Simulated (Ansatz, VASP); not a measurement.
Two plane-wave programs on Ir

```
Ir
1.0
     0.00000    1.92060    1.92060
     1.92060    0.00000    1.92060
     1.92060    1.92060    0.00000
Ir
1
Direct
  0.00000 0.00000 0.00000
```

Alike in both runs: functional PBE; dispersion D3(BJ); k mesh 13 × 13 × 13; occupations methfessel-paxton of order 1, width 0.05 eV; no spin polarisation.

Ansatz relaxed the structure, and its values are those at the end. VASP's run is a single point on that final structure, the one shown.

|  | VASP | Ansatz |
| --- | --- | --- |
| version | VASP 6.6.1 | Ansatz 0.2.0 |
| potentials or method | VASP PAW PBE potentials, release 64 (Ir) | plane waves, PAW |
| plane-wave cutoff (eV) | 520 | 450 |
| valence electrons in the cell | 9 | 17 |

```tsv
	VASP	Ansatz	Ansatz less VASP
pressure (GPa)	0.6	0.0	-0.64
dispersion energy (meV/atom)	-733.9	-734.1	-0.21
```

The two sets of potentials don't hold the same shells in valence.

Caveats: pairwise dispersion overbinds metals, which lowers pressure and volume. Spin-orbit coupling is left out, which matters for the levels of Ir.
